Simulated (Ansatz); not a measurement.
## Pb under changes of volume

One of the cells (32.418 Å³/atom); the others are scaled copies at fixed shape and fractional positions:

```
CELL_PARAMETERS angstrom
3.03861 -1.75032 0.00000
3.03861 1.75032 0.00000
-2.11546 0.00000 6.09522
ATOMIC_POSITIONS crystal
Pb 0.90851 0.90851 0.72629
Pb 0.09149 0.09149 0.27371
```

This isn't the form of Pb at room conditions, which is fcc.

| Item | Value |
| --- | --- |
| Program | Ansatz 0.2.0 |
| Functional | LDA |
| Potentials or basis | Ansatz PAW |
| Cutoff | 420 eV (not typed: the program's choice for these potentials) |
| k mesh | 9 × 9 × 5 |
| Occupations | fermi-dirac, width 0.05 eV |
| Spin | no spin polarisation |

```csv
volume (Å³/atom),energy over the lowest point (meV/atom),pressure (GPa),largest force (eV/Å)
30.473,0.00,-0.7,0.069
31.121,4.79,-1.6,0.107
31.769,13.14,-2.5,0.143
32.418,24.63,-3.2,0.177
33.066,?,?,?
33.714,55.63,-4.4,0.237
34.363,74.52,-4.9,0.263
```

What does the run at 33.066 Å³/atom give?

Energy over the lowest point 38.91 meV/atom; pressure -3.8 GPa; largest force 0.208 eV/Å.

Worked out: A Birch-Murnaghan fit of order 3 (a polynomial in V^(-2/3)) to the other rows has its minimum at 30.03 Å³/atom, just outside them, with B0 = V·E''(V) = 50 GPa and B' = 4.8 at fixed shape and positions, which overstates the stiffness. It gives 38.91 meV/atom at 33.066 Å³/atom, against the run's 38.91, and -dE/dV = -3.8 GPa, against -3.8.

Energies are extrapolated to zero smearing.

Caveats: the PAW data sets come from PBE, with cores solved anew for the run's functional, which leaves a small shift of forces and pressure.
